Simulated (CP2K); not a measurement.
Runs of CP2K 2026.2 on HfO2. Symmetry: Fm-3m, No. 225, cubic system. The conventional cell has a = 5.115 Å, b = 5.115 Å, c = 5.115 Å, α = 90.00°, β = 90.00°, γ = 90.00°. Hf (site symmetry m-3m) is surrounded by 8 O at 2.21 Å. O (site symmetry -43m) is surrounded by 4 Hf at 2.21 Å. Measurements of this composition are mostly on another form, of space group No. 14.

```tsv
task	level	potentials or basis	U	k mesh	EPS_DEFAULT	points a segment of the path (NPOINTS)	bands added on the path	CUTOFF of the grids	cutoff of the non-local correlation (Ry)	gap on the mesh (eV)	pressure (GPa)
band structure	PBE	POTENTIAL_UZH Hf GTH-PBE-q12, O GTH-PBE-q6; TZVP-MOLOPT-PBE-GTH basis	-	9 × 9 × 9	1.0E-10	8	4	850 Ry	-	(b)	-7.9
band structure	BEEF-vdW	POTENTIAL_UZH Hf GTH-PBE-q12, O GTH-PBE-q6; TZVP-MOLOPT-PBE-GTH basis	-	9 × 9 × 9	1.0E-10	8	4	850 Ry	300	4.13	-6.7
band structure	TASK	POTENTIAL_UZH Hf GTH-PBE-q12, O GTH-PBE-q6; TZVP-MOLOPT-PBE-GTH basis	-	9 × 9 × 9	1.0E-10	8	4	850 Ry	-	5.37	-0.2
single point	PBE+U	GTH_POTENTIALS Hf GTH-PBE-q12, O GTH-PBE-q6; DZVP-MOLOPT-SR-GTH basis	Hf d U = 6.0 eV	7 × 7 × 7	1.0E-9	-	-	600 Ry	-	(a)	-
band structure	LDA	POTENTIAL_UZH Hf GTH-PBE-q12, O GTH-PBE-q6; TZVP-MOLOPT-PBE-GTH basis	-	9 × 9 × 9	1.0E-10	8	4	850 Ry	-	3.79	-17.7
single point	PBE+U	GTH_POTENTIALS Hf GTH-PBE-q12, O GTH-PBE-q6; DZVP-MOLOPT-SR-GTH basis	Hf d U = 2.0 eV	7 × 7 × 7	1.0E-9	-	-	600 Ry	-	4.52	-
band structure	AM05	POTENTIAL_UZH Hf GTH-PBE-q12, O GTH-PBE-q6; TZVP-MOLOPT-PBE-GTH basis	-	9 × 9 × 9	1.0E-10	8	4	850 Ry	-	3.92	-13.3
band structure	PBEsol	POTENTIAL_UZH Hf GTH-PBE-q12, O GTH-PBE-q6; TZVP-MOLOPT-PBE-GTH basis	-	9 × 9 × 9	1.0E-10	8	4	850 Ry	-	3.87	(c)
```

Alike in all rows: no spin polarisation; cell as given; smearing fermi-dirac 0.05 eV.

Question: Estimate the missing entries.

Answer: (a) 5.53; (b) 4.00; (c) -13.9.

Caveats: spin-orbit coupling is left out, which moves the levels of the heavy elements; the basis of atomic orbitals isn't converged, which shifts pressures, moduli and gaps; the mesh misses the band edges, which the band path finds closer together (some runs); the potentials were made for another functional, which shifts forces and pressure (some runs); this program's U acts on Mulliken populations of all basis functions of the shell, so it isn't the U of plane-wave codes (some runs); energies scatter by some meV and the pressure isn't listed (some runs); an odd mesh through Γ misses points on the zone boundary, where band edges often lie (some runs).

A k mesh can miss the band edges, and the runs leave out spin-orbit coupling on Hf.
